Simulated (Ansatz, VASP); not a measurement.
Given: the input of a run of VASP 6.6.1 on HfC.

File INCAR:

```
SYSTEM = HfC
  PREC = Accurate
  ENCUT = 600
  EDIFF = 1E-7
  ISMEAR = -1
  SIGMA = 0.05
  LREAL = .FALSE.
  LASPH = .TRUE.
  NELM = 100
  ALGO = Normal
  ISIF = 3
  LWAVE = .FALSE.
  LCHARG = .FALSE.
  GGA = PE
  IBRION = 2
  NSW = 80
  EDIFFG = -0.02
```

File KPOINTS:

```
Automatic mesh
0
G
  7 7 7
  0 0 0
```

POSCAR

```
HfC
1.0
    0.0000000000      2.3250000000      2.3250000000
    2.3250000000      0.0000000000      2.3250000000
    2.3250000000      2.3250000000      0.0000000000
Hf C
1 1
Direct
    0.5000000000      0.5000000000      0.5000000000
    0.0000000000      0.0000000000      0.0000000000
```

Potentials or basis: VASP PAW PBE potentials, release 64 (Hf_pv, C).

Run with:

```bash
$ cat potpaw_PBE.64/Hf_pv/POTCAR potpaw_PBE.64/C/POTCAR > POTCAR
$ mpirun -np 1 vasp_std > vasp.out
```

Question: Translate it to Ansatz 0.2.0. Potentials there: all-electron LAPW, scalar-relativistic.

Answer: As run (the cutoff follows the program's own potentials):

The input input.yaml:

```yaml
crystal:
  lattice:
    - [0.0, 2.325, 2.325]
    - [2.325, 0.0, 2.325]
    - [2.325, 2.325, 0.0]
  atoms:
    - { symbol: Hf, position: [0.5, 0.5, 0.5] }
    - { symbol: C, position: [0.0, 0.0, 0.0] }
kpoints:
  mp_grid: { grid: [7, 7, 7] }
scf:
  occupations: { method: fermi_dirac, width: 0.05 }
hamiltonian:
  xc: pbe
  pseudopotentials: { kind: all_electron, lapw: { basis_error: 0.001 } }
output:
  forces: true
  stress: true
relax:
  f_tol: 0.02
  max_steps: 60
  cell: {}
```

Potentials or basis: all-electron LAPW, scalar-relativistic.

Command:

```sh
$ ansatz run input.yaml --threads 1 --pin off --max-ram 3072MiB --backend cpu --events-out ev --progress --plain --runs-dir out
```

Both were run:

|  | VASP | Ansatz | Ansatz less VASP |
| --- | --- | --- | --- |
| relaxed volume (Å³/atom) | 12.54 | 12.59 | +0.043 |
| relaxed cell length with the largest relative difference (Å) | 3.286 | 3.290 | +0.0037 |

Ansatz ran all-electron here, so the differences hold the error of VASP's frozen core and of both bases.

 Spin-orbit coupling is left out, which matters for the levels of Hf.
